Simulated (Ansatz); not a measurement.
Calculated 14N nuclear quadrupole resonance for Ge₃N₄

Cell: a structure deposited in the COD, ions relaxed with PBE at fixed cell.

Space group Fd-3m:1 (No. 227); a = 8.3091 Å.

```csv
site,Wyckoff,site symmetry,x,y,z
Ge1,16d,.-3m,0.1250,0.1250,0.6250
Ge5,8a,-43m,0.5000,0.5000,0.0000
N,32e,.3m,0.8832,0.8832,0.3832
```

One atom of each set is listed; the run and its k-mesh use a cell of 14 atoms with edges of 5.88, 5.88, 5.88 Å.

All values are calculated (Ansatz; DFT, r2SCAN, plane waves and PAW, scalar-relativistic, 500 eV cutoff, Γ-centred 6×6×6 k-points, Fermi–Dirac smearing 0.02 eV), not measured.

14N: I = 1, Q = 20.44 mb (year-2017 value). Static lattice, zero field.

**Question.** The simulated lines lie at 1.59 MHz. What are |C_Q|, η and |V_zz| at N?

**Answer.** For I = 1 the lines are ν± = (3/4)|C_Q|(1 ± η/3) and ν₀ = |C_Q|η/2. Here |C_Q| = 2.13 MHz, η = 0.00 and |V_zz| = 4.30 × 10²¹ V/m². The calculation gives V_zz positive; the lines don't show the sign. The site has 4 Ge at 1.92–2.01 Å.

An axis of threefold or higher order runs through N, so V_zz lies along it and η is zero.

At this cell the r2SCAN pressure is -8 GPa, so with r2SCAN the cell would shrink if it were relaxed. The entry's cell may itself be off.

Hardware: 1 thread of Arm Neoverse V1 (aarch64; 8 cores open to the job, memory cap 2.5 GiB, no GPU), a shared host with a load of 0.5 a core. Wall time 39 s, CPU time 39 s, peak memory 0.86 GiB.
